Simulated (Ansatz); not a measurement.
# PbSe (Clausthalite) (Fm-3m) in Ansatz: settings compared

Aim: see how the results for PbSe (Clausthalite) move with the level of theory and the settings. Levels: LDA, PBE, PBEsol. Tasks: phonons, elastic constants, band structure.

Program: Ansatz 0.2.0. These are calculated values, not measurements. Logs are shortened: lines on timing, memory, paths and dates and some standing lists are left out, and cuts for length are marked.

**The experiment to reproduce.**

A printed reference work, monograph reports, for a bulk crystal of PbSe: band gap 0.15 eV (direct) at 4.2 K; band gap 0.28 eV (direct) at 300 K.

How close the calculation comes is told below.

## 1. The crystal as given

It takes space group Fm-3m (No. 225, cubic). Conventional cell: a = 6.121 Å, b = 6.121 Å, c = 6.121 Å, α = 90.00°, β = 90.00°, γ = 90.00°. Pb (site symmetry m-3m) has 6 Se at 3.06 Å as nearest neighbours. Around Se (site symmetry m-3m) lie 6 Pb at 3.06 Å.

## 2. Phonons, LDA

The input, input.yaml:

```yaml
crystal:
  lattice:
    - [0.0, 3.06065, 3.06065]
    - [3.06065, 0.0, 3.06065]
    - [3.06065, 3.06065, 0.0]
  atoms:
    - { symbol: Pb, position: [0.0, 0.0, 0.0] }
    - { symbol: Se, position: [0.5, 0.5, 0.5] }
kpoints:
  mp_grid: { grid: [6, 6, 6] }
scf:
  occupations: { method: fermi_dirac, width: 0.05 }
hamiltonian:
  xc: lda
  pseudopotentials: { kind: all_electron, lapw: { basis_error: 0.001 } }
output: {}
phonons:
  method: fd
  supercell: [1, 1, 1]
```

Potentials or basis: all-electron LAPW, scalar-relativistic.

Command:

```
> ansatz run input.yaml --threads 1 --pin off --max-ram 3072MiB --backend cpu --events-out ev --progress --plain --runs-dir out
```

Standard output:

```text
Warning: RAYON_NUM_THREADS=1 ignored (pool sized by the plan → 1); use --threads N
LAPW: plane waves up to 7.313 Å⁻¹, error target 1.0e-3 eV per atom; small_component_spin mean_spin; Se in spheres of 1.400 Å, 24 of its electrons in bands, Dirac shells []; Pb in spheres of 1.569 Å, 36 of its electrons in bands, Dirac shells [] (how accurate: hamiltonian.pseudopotentials.lapw.basis_error, Limitations)
Engine: ansatz 0.2.0, x86_64-unknown-linux-gnu
Pseudopotentials: kind: all_electron
Pseudopotential: Pb, LAPW, valence charge 36, lapw/all_electron/scalar/gaussian/Pb, Koelling and Harmon's equation, gaussian nucleus
Pseudopotential: Se, LAPW, valence charge 24, lapw/all_electron/scalar/gaussian/Se, Koelling and Harmon's equation, gaussian nucleus
Functional definition: SPW92
  exchange = slater_x
  correlation = pw_c
Crystal: 2 atoms, lattice volume = 57.342 Å³
Basis set: ecut = 203.75348267401574 eV, 339 PW (Γ), exchange–correlation at level 2
Bands: 36, of which v1, the nominal top of the filled ones, is band 30 counted from 1 (29 counted from 0)
Symmetry: 48 space group operations
k-points: 16 of 216
Non-local potential: Pb, projectors of the file, none
Non-local potential: Se, projectors of the file, none
Initial density: superposition of atomic densities (chi_scale 0.1, normalization cell, long waves kept (reshape's long-wave potential 0.00 eV rms))
Initial wavefunctions: plane waves of lowest kinetic energy (no species holds an atomic orbital)
Functional: x = slater, c = lda
iter 1 solved again at ethr=1.34e-3 eV; its pass at ethr=1.00e-1 eV (dr2=8.07e-1 eV) is discarded
SCF iter   1: F=—  HF=-633804.040632 eV  |F-HF|=—  |Δ(HF+E_count)|=         —  Δρ=2.40e-2  dr2=8.07e-1  ethr=1.34e-3  ⟨swp⟩=2.0  Hψ=3539  notcnv=0
preconditioner: auto → none  [insulator: Δε(μ)=0.522 eV  Ē_g=16.808 eV  σ=0.050 eV  W_gap=0.99  n_scr=14 (ndim 8)  ℏωp=21.9 eV  f_vac=0.120  D(μ)=0.01/eV (n_scr^D=0)  ε∞_Penn≈2.7]
iter 2 solved again at ethr=5.51e-5 eV; its pass at ethr=1.34e-3 eV (dr2=3.30e-2 eV) is discarded
SCF iter   2: F=—  HF=-633803.801656 eV  |F-HF|=—  |Δ(HF+E_count)|=   2.39e-1  Δρ=6.50e-3  dr2=3.31e-2  ethr=5.51e-5  ⟨swp⟩=2.0  Hψ=3012  notcnv=0
SCF iter   3: F=—  HF=-633803.759695 eV  |F-HF|=—  |Δ(HF+E_count)|=   4.20e-2  Δρ=3.23e-3  dr2=1.02e-2  ethr=5.51e-5  ⟨swp⟩=2.1  Hψ=1810  notcnv=0
SCF iter   4: F=—  HF=-633803.758092 eV  |F-HF|=—  |Δ(HF+E_count)|=   1.60e-3  Δρ=7.05e-4  dr2=3.06e-4  ethr=1.70e-5  ⟨swp⟩=2.0  Hψ=1713  notcnv=0
SCF iter   5: F=—  HF=-633803.758000 eV  |F-HF|=—  |Δ(HF+E_count)|=   9.22e-5  Δρ=8.74e-5  dr2=3.91e-6  ethr=5.10e-7  ⟨swp⟩=2.0  Hψ=1713  notcnv=0
SCF iter   6: F=—  HF=-633803.757999 eV  |F-HF|=—  |Δ(HF+E_count)|=   4.56e-7  Δρ=1.98e-5  dr2=5.04e-7  ethr=6.52e-9  ⟨swp⟩=2.1  Hψ=1714  notcnv=0
SCF iter   7: F=—  HF=-633803.757999 eV  |F-HF|=—  |Δ(HF+E_count)|=   1.22e-7  Δρ=5.11e-6  dr2=3.33e-8  ethr=8.40e-10  ⟨swp⟩=2.0  Hψ=1713  notcnv=0
SCF iter   8: F=-633803.757999 eV  HF=-633803.757999 eV  |F-HF|=8.15e-10  |Δ(HF+E_count)|=   1.11e-8  Δρ=7.57e-7  dr2=2.21e-10  ethr=5.55e-11  ⟨swp⟩=2.0  Hψ=1713  notcnv=0
SCF 1 converged in 8 iterations: F = -633803.757999 eV  dr2 = 2.21e-10
Symmetry: 8 space group operations
k-points: 30 of 216 (time reversal used)
Initial density: handed on by an earlier stage of this run
Initial wavefunctions: plane waves of lowest kinetic energy (no species holds an atomic orbital; no wavefunctions were taken with the density)
iter 1 solved again at ethr=3.81e-8 eV; its pass at ethr=1.00e-1 eV (dr2=2.28e-5 eV) is discarded
SCF iter   1: F=—  HF=-633803.758018 eV  |F-HF|=—  |Δ(HF+E_count)|=         —  Δρ=1.76e-4  dr2=2.15e-5  ethr=3.81e-8  ⟨swp⟩=5.4  Hψ=8965  notcnv=0
preconditioner: auto → none  [insulator: Δε(μ)=0.185 eV  Ē_g=17.034 eV  σ=0.050 eV  W_gap=0.73  n_scr=14 (ndim 8)  ℏωp=21.9 eV  f_vac=0.155  D(μ)=0.17/eV (n_scr^D=0)  ε∞_Penn≈2.7]
iter 2 solved again at ethr=3.17e-9 eV; its pass at ethr=3.58e-8 eV (dr2=1.90e-6 eV) is discarded
[... 25 lines left out ...]
SCF iter   9: F=-633803.757999 eV  HF=-633803.757999 eV  |F-HF|=4.66e-10  |Δ(HF+E_count)|=  1.16e-10  Δρ=1.34e-7  dr2=7.56e-12  ethr=4.68e-12 (applied; sched 1.00e-12)  ⟨swp⟩=2.0  Hψ=1713  notcnv=0
SCF 4 converged in 9 iterations: F = -633803.757999 eV  dr2 = 7.56e-12
iter 1 solved again at ethr=1.11e-8 eV; its pass at ethr=1.00e-1 eV (dr2=6.63e-6 eV) is discarded
SCF iter   1: F=—  HF=-633803.758004 eV  |F-HF|=—  |Δ(HF+E_count)|=         —  Δρ=8.80e-5  dr2=5.37e-6  ethr=1.11e-8  ⟨swp⟩=6.0  Hψ=9337  notcnv=0
preconditioner: auto → none  [insulator: Δε(μ)=0.183 eV  Ē_g=17.034 eV  σ=0.050 eV  W_gap=0.72  n_scr=14 (ndim 8)  ℏωp=21.9 eV  f_vac=0.156  D(μ)=0.18/eV (n_scr^D=0)  ε∞_Penn≈2.7]
iter 2 solved again at ethr=7.93e-10 eV; its pass at ethr=8.96e-9 eV (dr2=4.76e-7 eV) is discarded
SCF iter   2: F=—  HF=-633803.758002 eV  |F-HF|=—  |Δ(HF+E_count)|=   1.80e-6  Δρ=3.26e-5  dr2=4.75e-7  ethr=7.93e-10  ⟨swp⟩=2.0  Hψ=5432  notcnv=0
SCF iter   3: F=—  HF=-633803.758002 eV  |F-HF|=—  |Δ(HF+E_count)|=   3.68e-8  Δρ=9.76e-6  dr2=3.94e-8  ethr=7.92e-10  ⟨swp⟩=2.0  Hψ=3211  notcnv=0
SCF iter   4: F=—  HF=-633803.758002 eV  |F-HF|=—  |Δ(HF+E_count)|=   1.26e-8  Δρ=1.29e-6  dr2=1.47e-9  ethr=6.57e-11  ⟨swp⟩=2.0  Hψ=3211  notcnv=0
SCF iter   5: F=-633803.758002 eV  HF=-633803.758002 eV  |F-HF|=9.31e-10  |Δ(HF+E_count)|=    0.00e0  Δρ=3.99e-7  dr2=8.51e-11  ethr=4.68e-12 (applied; sched 2.44e-12)  ⟨swp⟩=2.0  Hψ=3211  notcnv=0
SCF 5 converged in 5 iterations: F = -633803.758002 eV  dr2 = 8.51e-11
iter 1 solved again at ethr=3.80e-8 eV; its pass at ethr=1.00e-1 eV (dr2=2.28e-5 eV) is discarded
SCF iter   1: F=—  HF=-633803.758010 eV  |F-HF|=—  |Δ(HF+E_count)|=         —  Δρ=1.35e-4  dr2=2.15e-5  ethr=3.80e-8  ⟨swp⟩=5.5  Hψ=8966  notcnv=0
preconditioner: auto → none  [insulator: Δε(μ)=0.183 eV  Ē_g=17.034 eV  σ=0.050 eV  W_gap=0.72  n_scr=14 (ndim 8)  ℏωp=21.9 eV  f_vac=0.157  D(μ)=0.18/eV (n_scr^D=0)  ε∞_Penn≈2.7]
iter 2 solved again at ethr=1.47e-9 eV; its pass at ethr=3.58e-8 eV (dr2=8.80e-7 eV) is discarded
SCF iter   2: F=—  HF=-633803.758002 eV  |F-HF|=—  |Δ(HF+E_count)|=   7.41e-6  Δρ=4.34e-5  dr2=8.79e-7  ethr=1.47e-9  ⟨swp⟩=2.0  Hψ=5432  notcnv=0
SCF iter   3: F=—  HF=-633803.758002 eV  |F-HF|=—  |Δ(HF+E_count)|=   1.75e-7  Δρ=1.62e-5  dr2=1.51e-7  ethr=1.46e-9  ⟨swp⟩=2.0  Hψ=3211  notcnv=0
SCF iter   4: F=—  HF=-633803.758002 eV  |F-HF|=—  |Δ(HF+E_count)|=   4.42e-9  Δρ=3.57e-6  dr2=7.56e-9  ethr=2.52e-10  ⟨swp⟩=2.0  Hψ=3211  notcnv=0
SCF iter   5: F=-633803.758002 eV  HF=-633803.758002 eV  |F-HF|=1.16e-10  |Δ(HF+E_count)|=   2.21e-9  Δρ=5.67e-7  dr2=1.26e-10  ethr=1.26e-11  ⟨swp⟩=2.0  Hψ=3211  notcnv=0
SCF 6 converged in 5 iterations: F = -633803.758002 eV  dr2 = 1.26e-10
the harmonic batch is taken at displacements of 0.005 Å and a dr2 threshold of 2.5e-10 eV from here on, in place of 0.01 Å and 1.0e-9 eV, a step that its levels, its solves or its constants may not bear out (scf.occupations.method, Limitations); of what is allowed (1 % of a squared frequency or a pattern's product, and what the solves leave) the two part by 0.82
SCF converged after 9 iterations
Free energy (F): -633803.757999 eV
Harris-Foulkes:  -633803.757999 eV  (|F-HF|=4.66e-10)
Internal energy: -633803.756505 eV  (E = F + TS)
E sigma→0 (E₀):  -633803.757252 eV
Entropy (-TS):   -0.001495 eV (-0.747 meV/atom)
Fermi energy:    11.483214 eV
--- Per-component energies (eV) ---
  E_band       = -3872.768561
  E_kinetic    = 722013.105679
  E_xc         = -12582.204819
  E_electrostatic = -1343234.657365  (all electrons and nuclei)
  E_smearing   = -0.001495  (= −TS)
  E_closure    = 0.000000  (closes the sum)
  E_atoms      = -633794.310005  (free atoms, spherical and without spin; not in F)
  Σ components = -633803.757999   (vs F -633803.757999, Δ=0.00e0)
  Basis errors (estimates in eV, not in F): energy 3.3e-4 per atom: plane waves 3.2e-4 (1.8e-4 summed), levels above the bands 2.1e-71, relativity 4.4e-9, radial functions 9.2e-6, core shells 4.1e-8; eigenvalues (radial functions only) 2.3e-6; not estimated: angular momenta, meshes, grids; target (lapw.basis_error) 1.0e-3; muffin-tin radii Se 1.400 Å, Pb 1.569 Å
--- Forces (eV/Å), atoms counted from 1 ---
  atom   1  Pb     0.00000000    -0.00000000    -0.00000000
  atom   2  Se    -0.00000000    -0.00000000    -0.00000000
  max |Σ_I F_I| component: 2.30e-31 eV/Å
--- Band table (eV; the first three rows and the last of 16) ---
  k-point 0: bands = ["-195.1683", "-135.2046", "-135.2046", "-135.2046", "-128.1291", "-117.2611", "-117.2586", "-117.2586", "-117.2586", "-117.2567", "-117.2567", "-117.2567", "-69.8289", "-69.8289", "-69.8289", "-35.9603", "-35.9603", "-35.9577", "-35.9577", "-35.9577", "-5.3251", "-5.3251", "-5.3223", "-5.3223", "-5.3223", "-2.2289", "4.9722", "9.5491", "9.5491", "9.5491", "16.0105", "16.0105", "16.0105", "17.9180", "17.9180", "17.9180"]
  k-point 1: bands = ["-195.1683", "-135.2046", "-135.2046", "-135.2046", "-128.1291", "-117.2611", "-117.2586", "-117.2586", "-117.2586", "-117.2567", "-117.2567", "-117.2567", "-69.8289", "-69.8289", "-69.8289", "-35.9603", "-35.9603", "-35.9577", "-35.9577", "-35.9577", "-5.3309", "-5.3309", "-5.3214", "-5.3143", "-5.3143", "-2.0217", "4.3365", "9.6238", "9.6238", "9.9758", "14.4391", "14.9832", "14.9832", "17.6644", "18.4958", "18.4958"]
  k-point 2: bands = ["-195.1683", "-135.2046", "-135.2046", "-135.2046", "-128.1291", "-117.2611", "-117.2586", "-117.2586", "-117.2586", "-117.2567", "-117.2567", "-117.2567", "-69.8289", "-69.8289", "-69.8289", "-35.9603", "-35.9603", "-35.9577", "-35.9577", "-35.9577", "-5.3434", "-5.3434", "-5.3200", "-5.2974", "-5.2974", "-1.5074", "3.1521", "9.8272", "9.8272", "10.6990", "12.6558", "13.6104", "13.6104", "18.4107", "19.9559", "19.9559"]
  k-point 15: bands = ["-195.1683", "-135.2046", "-135.2046", "-135.2046", "-128.1291", "-117.2611", "-117.2586", "-117.2586", "-117.2586", "-117.2567", "-117.2567", "-117.2567", "-69.8290", "-69.8289", "-69.8289", "-35.9604", "-35.9603", "-35.9577", "-35.9576", "-35.9576", "-5.4315", "-5.3257", "-5.3192", "-5.2932", "-5.2762", "-0.7674", "3.4321", "6.7661", "7.6270", "9.7741", "14.2736", "15.7267", "16.8104", "17.8723", "20.6099", "23.0887"]
--- Phonons: 2 displaced members + reference (amplitude 0.005 Å, Σ member SCF iterations 10) ---
  symmetry images taken by strict's conditions (phonons.symmetry_images: auto; settled by no image being taken that strict refuses)
  ASR residual: 1.074e-3 → 0.000e0 eV/Å²; symmetrization residual: 8.316e-5 eV/Å²
  largest component of a force at the reference: 1.3e-30 eV/Å
  ASR residual per site (eV/Å²): 3.94e-4 1.07e-3
  Γ frequencies (cm⁻¹): -33.05 -33.05 -33.05 0.00 0.00 0.00
  density of states and harmonic sums: on the 17×17×17 q-mesh, interpolated from the force constants of a 1×1×1 supercell (no non-analytic term)
  largest difference from the sums on the solved wave vectors: F 0.00e0 eV, S 0.00e0 and C_V 0.00e0 eV/K
  zero-point energy: -0.000000 eV/cell   skipped modes (ω ≤ 0): 990, of them read as no rigid motion or as one in doubt: 987 (5.999e0 modes/cell left out, lowest -33.05 cm⁻¹)   left out of the sums: 1.00e0 of the cell's modes: C_V's classical limit lies that fraction below 3 k_B per atom; for a crystal, a wire or a layer, F and S can be off by more, and a phonons.interpolated_qmesh denser along its periods is the remedy for the sampling
```

Wall time 60 s (1 thread of Intel Xeon Platinum 8259CL at 2.50GHz (Skylake/Cascade Lake), shared host); peak memory 0.48 GiB.

What came out:

```
Free energy                                             : -633803.7580 eV
Band gap on the k mesh                                  : 0.18 eV, direct
Highest phonon frequency at Γ, LO-TO splitting left out : 0 cm⁻¹
Most unstable mode                                      : 33i cm⁻¹
```

Phonon frequencies in cm⁻¹ (negative: imaginary):
| q point | frequencies |
| --- | --- |
| (0.000, 0.000, 0.000) | -33 -33 -33 0 0 0 |

Caveat: some modes are imaginary; spin-orbit coupling is left out, which as a rule narrows the gap of such compounds by several tenths of an eV.

(Continued in part 2 of 3.)
